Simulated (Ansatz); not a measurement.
The system is TiH.

```
Ti H
1.0
     0.00000    2.08970    2.08970
     2.08970    0.00000    2.08970
     2.08970    2.08970    0.00000
Ti H
1 1
Direct
  0.00000 0.00000 0.00000
  0.50000 0.50000 0.50000
```

The cell comes from a database or a generator and needn't be the stable form of this composition.

```yaml
Program: Ansatz 0.2.0
Task: relaxation of cell and atoms
Functional: PBEsol
Potentials_or_basis: all-electron LAPW, scalar-relativistic
Basis_error_allowed: 0.001 eV/atom
k_mesh: 11 × 11 × 11
Occupations: fermi-dirac, width 0.05 eV
Spin: no spin polarisation
```

At the start: volume 9.13 Å³/atom.

Q: How do energy, volume and symmetry change on relaxing?

A: Over 5 steps the energy falls by 2.5 meV/atom and the volume is 8.90 Å³/atom (-2.5 %); space group Fm-3m (No. 225, to 0.05 Å).

The path:
```csv
step,energy change (eV),largest force (eV/Å),volume (Å³)
1,0.0000,0.0000,18.25
2,-0.0009,0.0000,17.41
3,-0.0050,0.0000,17.82
4,-0.0050,0.0000,17.80
5,-0.0050,0.0000,17.80
```

Final structure:
```cif
data_structure
_symmetry_space_group_name_H-M 'P 1'
_symmetry_Int_Tables_number 1
_cell_length_a 2.9309
_cell_length_b 2.9309
_cell_length_c 2.9309
_cell_angle_alpha 60.000
_cell_angle_beta 60.000
_cell_angle_gamma 60.000
_cell_volume 17.80
loop_
_atom_site_label
_atom_site_type_symbol
_atom_site_fract_x
_atom_site_fract_y
_atom_site_fract_z
_atom_site_occupancy
Ti1 Ti 0.00000 0.00000 0.00000 1
H1 H 0.50000 0.50000 0.50000 1
```
